**Question**

A process engineer needs the bulk modulus of tungsten, the resistance of the metal to uniform compression, for a stress model that tolerates an error of 5 %. A colleague wants the same quantity to 1 %. The table offers several functionals, programs and potentials.

Bulk modulus of bcc tungsten (one-atom cell) from Kohn–Sham DFT, fitted to energies at five to seven volumes, with Fermi–Dirac smearing of 0.05 eV and no spin polarisation or spin–orbit coupling. The measured value is 307 GPa (polycrystalline modulus from surface Brillouin spectroscopy, bounded above by the literature value in the fit; arXiv:1710.07581).

```csv
program,functional,how the value is got,potentials or basis,wave cutoff (eV),k-mesh,computed bulk modulus (GPa),"computed over measured, less one (%)"
JDFTx 1.7.0 (patched build),PBE,"fit, rest volume 16.16 Å³/atom",PseudoDojo SR PBE 0.5 standard,1007,12x12x12,301.2,-1.9
Quantum ESPRESSO 7.5 (1),PBE,"fit, rest volume 16.16 Å³/atom",SSSP 1.3 efficiency PBE,748,12x12x12,303.1,-1.3
ABINIT 10.8.3 (1),PBE,"fit, rest volume 16.17 Å³/atom",JTH PAW PBE v2.0,435,12x12x12,303.9,-1.0
ABINIT 10.8.3 (2),PW91+D3(BJ),"fit, rest volume 15.95 Å³/atom",JTH PAW PBE v2.0,408,12x12x12,306.8,-0.1
ABINIT 10.8.3 (3),revPBE+D4,"fit, rest volume 15.80 Å³/atom",JTH PAW PBE v2.0,408,12x12x12,317.2,3.3
FLEUR MaX-R8.1 (later development tree),LDA,"fit, rest volume 15.39 Å³/atom",all electron,n/a,12x12x12,326.2,6.3
ABINIT 10.8.3 (4),SOGGA,"fit, rest volume 15.66 Å³/atom",JTH PAW PBE v2.0,435,12x12x12,326.8,6.4
ABINIT 10.8.3 (5),LDA,"fit, rest volume 15.36 Å³/atom",PseudoDojo NC SR LDA v0.4.1 standard,952,12x12x12,327.5,6.7
Quantum ESPRESSO 7.5 (2),LDA,"fit, rest volume 15.44 Å³/atom",GBRV 1.5 LDA,612,12x12x12,329.9,7.5
ABINIT 10.8.3 (6),BP86+D3(BJ),"fit, rest volume 15.22 Å³/atom",JTH PAW PBE v2.0,435,12x12x12,335.6,9.3
```

(a) Which matters more here, the program or the functional?
(b) LDA gives the higher modulus. Does it make tungsten stiffer than PBE does at the same volume?
(c) Which level and settings should each of the two choose, and at what cost?

**Model answer**

**(a)** The functional matters more. The three PBE rows come from three programs with three sets of potentials, yet they agree within 3 GPa; the three LDA rows agree within 4 GPa. The step from the PBE mean to the LDA mean is 25 GPa, nearly seven times the larger of these spreads. Changing the program therefore won't cure the error of LDA.

**(b)** No, it makes tungsten softer at the same volume. Each tabulated modulus belongs to the rest volume of its own functional, where the fitted energy is lowest, and the LDA rest volumes are about 5 % smaller than those of PBE. A squeezed metal resists further squeezing more strongly. Brought to one common volume of 15.85 Å³ per atom, the order reverses: PBE gives about 326 GPa and LDA about 292 GPa.

The cause lies in how the two functionals treat an uneven electron density. PBE contains gradient terms that favour uneven densities, and the density becomes less even as the atoms move apart. Relative to PBE, LDA thus pulls the atoms inward; this is the standard explanation of its short bonds. The stored pressures of the ABINIT rows with PBE and LDA show that this pull grows on compression, from 13 GPa at the largest volume to 17.5 GPa at the smallest. A pull that strengthens as the metal shrinks assists the compression, and so lowers the modulus at fixed volume.

Two effects thus compete: shrinking raises the modulus, and the growing pull takes part of the rise back. Let $B_0$ be the modulus at rest, $P$ the pressure and $B'$ the rate at which the modulus rises with pressure. For either functional, at any volume $V$ not far from rest,

$$B(V) \approx B_0 + B'P(V).$$

Subtracting the PBE relation from the LDA one, with the same $B'$ for both, gives

$$\Delta B_0 \approx B'p - s,$$

where $p$ is the inward pull, the PBE pressure less the LDA pressure, and $s$ is the amount by which LDA is softer, both at the same volume.

For the ABINIT rows with PBE and LDA, at 15.85 Å³, $p$ = 15.1 GPa, $s$ = 37.6 GPa and $B'$ = 3.67. Shrinking alone would add $3.67 \times 15.1 \approx 55$ GPa, and the softening leaves about 18 GPa of it. The table has a rise of $327.5 - 303.9 = 23.6$ GPa. That rise did not enter the estimate, although $B'$ comes from the energy fit that also gave the PBE modulus.

The shortfall has two plain origins. The PBE run has the lower cutoff, and its pressures, computed at a fixed basis, come out about 1 GPa too low against its energies. Multiplied by $B'$, this makes about 4 GPa, part of which is taken back because the energy fits put $s$ higher, at 38.2 GPa. The other origin is the shared $B'$: the LDA fit has 3.94 rather than 3.67, and at an LDA pressure of −9.8 GPa the difference is worth nearly 3 GPa. The printed analysis below repeats the comparison for SOGGA, BP86+D3(BJ) and the Quantum ESPRESSO LDA row, where the sum comes within 4 GPa of the rise found. The last of these is the weakest test, because its pressures and energies disagree on the rest volume by 0.1 Å³.

**(c)** For the 5 % target, choose PBE without a dispersion term and let the volume relax. Its three rows lie 1 to 2 % below the measured value, whereas the LDA rows lie 6 to 7.5 % above it. The settings of any of the three PBE rows will serve, though all rows share one k-mesh, so the table can't show whether a coarser one would do, nor whether this one is converged. SOGGA errs by as much as LDA, at +6.4 %. It pulls inward less than LDA does, but it also softens the metal much less at fixed volume, so the net rise is nearly the same.

For the 1 % target, which is 3 GPa, no row can be certified. The programs already differ by nearly that much, and lattice vibrations, absent from the calculations, should lower the modulus at room temperature by a few GPa. Spin–orbit coupling is also left out. The reference is a single measurement whose fit was bounded above by a literature value. The colleague needs these corrections and a firmer reference before trying further functionals.

The choice among these functionals hardly changes the cost, since all use only the local density or also its gradient, and a dispersion term adds little. The potential matters more, through the cutoff it demands. The JDFTx row needs about 3.5 times as many plane waves as the first ABINIT row, for a PBE modulus that differs by less than 1 %. Each modulus also takes energies at several volumes, so its cost is several times that of a single energy.

**Remarks on the reasoning**

*The closest number is not the best method.* PW91+D3(BJ) misses the measured value by only 0.1 %, and a hasty answer would recommend it. The scatter of its energies alone makes the modulus uncertain by roughly 1.5 GPa and probably more, several times that miss. BP86 with the same type of dispersion correction is 9.3 % too high, the largest error in the table. The revPBE+D4 value is noisier still and should not guide a choice.

*Dispersion terms need a reason.* BP86+D3(BJ) has the smallest rest volume of all the rows. BP86 alone is expected to give volumes close to those of PBE, so the added attraction is the probable culprit, though no run without it tests this here. Such terms are built mainly from pairs of atoms, while the mobile electrons of a metal screen the attraction between them. The PAW data were also made for PBE, which may add an error of its own.

*The volume at which the modulus is taken is part of the method.* An engineer might save work by computing the PBE modulus in the starting cell of 15.85 Å³. The result would be about 6 % too high, nearly the error of relaxed LDA, and the advantage of PBE would be lost. The small error of PBE depends on its own rest volume, about 2 % above this cell. The same shortcut moves SOGGA the other way, from +6.4 % to +1.8 %, so the ranking of the functionals in (c) holds only for moduli taken at rest.

*A smaller volume does not fix the size of the rise.* For another functional applied to tungsten, first ask whether it pulls inward relative to PBE, then how fast that pull grows on compression. A steady pull raises the modulus strongly, while a fast-growing one gives much of the rise back. SOGGA and LDA show the difference: unequal pulls end in almost equal moduli.

Output of the analysis:

```
Modulus at the common volume and rise over PBE of the same program in GPa (0 means reference or no stored pressures):
                                      row  rest volume A3  modulus at 15.85 A3  its error %  part from shrinking  part at fixed volume    sum  rise found  sum less found
              JDFTx 1.7.0 (patched build)           16.15                324.1         5.57                    0                     0      0           0               0
                 Quantum ESPRESSO 7.5 (1)           16.16                326.7        6.416                    0                     0      0           0               0
                        ABINIT 10.8.3 (1)           16.17                327.4         6.64                    0                     0      0           0               0
                        ABINIT 10.8.3 (2)           15.95                314.2         2.35                    0                     0      0           0               0
                        ABINIT 10.8.3 (3)           15.81                313.6        2.135                    0                     0      0           0               0
  FLEUR MaX-R8.1 (later development tree)           15.39                290.2       -5.469                    0                     0      0           0               0
                        ABINIT 10.8.3 (4)           15.66                312.6        1.811                37.46                 -14.5  22.96        22.9         0.05917
                        ABINIT 10.8.3 (5)           15.35                289.2       -5.805                55.57                -37.56  18.01        23.6          -5.587
                 Quantum ESPRESSO 7.5 (2)           15.44                297.4       -3.136                63.37                 -32.9  30.47        26.8            3.67
                        ABINIT 10.8.3 (6)           15.22                287.9       -6.233                 69.8                -40.67  29.13        31.7          -2.567
Spread among the PBE rows (GPa): 2.7
Spread among the LDA rows (GPa): 3.7
Step from mean PBE to mean LDA (GPa): 25.13
That step over the LDA spread: 6.793
Mean error of PBE (%): -1.4
Mean error of LDA (%): 6.833
Mean PBE modulus at 15.85 A3 (GPa): 326.1
Mean LDA modulus at 15.85 A3 (GPa): 292.3
Error of mean PBE at 15.85 A3 (%): 6.209
Error of mean LDA at 15.85 A3 (%): -4.803
Mean LDA rest volume against PBE (%): -4.755
ABINIT PBE modulus at 15.85 A3 from stored pressures (GPa): 326.6
ABINIT LDA modulus at 15.85 A3 from stored pressures (GPa): 289
Inward pull of LDA against PBE in ABINIT at 14.90 A3 (GPa): 17.51
Inward pull of LDA against PBE in ABINIT at 15.85 A3 (GPa): 15.14
Inward pull of LDA against PBE in ABINIT at 16.80 A3 (GPa): 13.06
Rough noise of the PW91+D3(BJ) modulus from its fit residue (GPa): 1.532
Rough noise of the revPBE+D4 modulus from its fit residue (GPa): 3.223
Order of magnitude of softening by lattice vibrations at 300 K (GPa): 3.78
Plane waves in the JDFTx row over ABINIT (1) by cutoff to the power 1.5: 3.522
Quantum ESPRESSO LDA rest volume from energies less that from pressures (A3): 0.1031
```
